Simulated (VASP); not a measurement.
Runs of VASP 6.6.1 on Pt. It takes space group P6_3/mmc (No. 194, hexagonal). Conventional cell: a = 2.774 Å, b = 2.774 Å, c = 4.531 Å, α = 90.00°, β = 90.00°, γ = 120.00°. Pt (site symmetry -6m2) has 12 Pt at 2.77 Å as nearest neighbours. This isn't the form of Pt at room conditions, which is fcc.

| task | level | potentials or basis | cell | k mesh | cutoff (eV) | mesh quality | gap on the mesh (eV) | pressure (GPa) | relaxed volume (Å³/atom) |
| --- | --- | --- | --- | --- | --- | --- | --- | --- | --- |
| relaxation of cell and atoms | RPBE | VASP PAW PBE potentials, release 64 (Pt) | relaxed | 18 × 18 × 10 | 600 | not flagged | none | 0.0 | 16.00 |
| relaxation of cell and atoms | PBEsol | VASP PAW PBE potentials, release 64 (Pt) | relaxed | 18 × 18 × 10 | 300 | not flagged | none | 0.0 | 15.08 |
| relaxation of cell and atoms | PBEsol | VASP PAW PBE potentials, release 64 (Pt) | relaxed | 6 × 6 × 4 | 600 | coarse | none | 0.0 | 15.07 |
| relaxation of cell and atoms | PBEsol | VASP PAW PBE potentials, release 64 (Pt) | relaxed | 18 × 18 × 10 | 600 | not flagged | none | 0.0 | 15.12 |
| relaxation of cell and atoms | LDA | VASP PAW LDA potentials, release 64 (Pt) | relaxed | 18 × 18 × 10 | 600 | not flagged | none | 0.0 | (a) |
| relaxation of cell and atoms | PBEsol | VASP PAW PBE potentials, release 64 (Pt) | relaxed | 18 × 18 × 10 | 580 | not flagged | none | 0.0 | 15.12 |
| single point | PBEsol | VASP PAW PBE potentials, release 64 (Pt) | as given | 18 × 18 × 10 | 520 | not flagged | none | (b) | - |

Alike in all rows: no spin polarisation; smearing gaussian 0.1 eV.

Task: Estimate the missing entries.

Result: (a) 14.89; (b) 0.1.

Caveats: some runs use coarse meshes; the PAW data sets were made with another functional, which shifts forces and pressure a little (some runs).

A k mesh can miss the band edges, and the runs leave out spin-orbit coupling on Pt.

A gap of «none» marks a metal or a gap under the smearing width.

Runs at the PBE level aren't shown here.
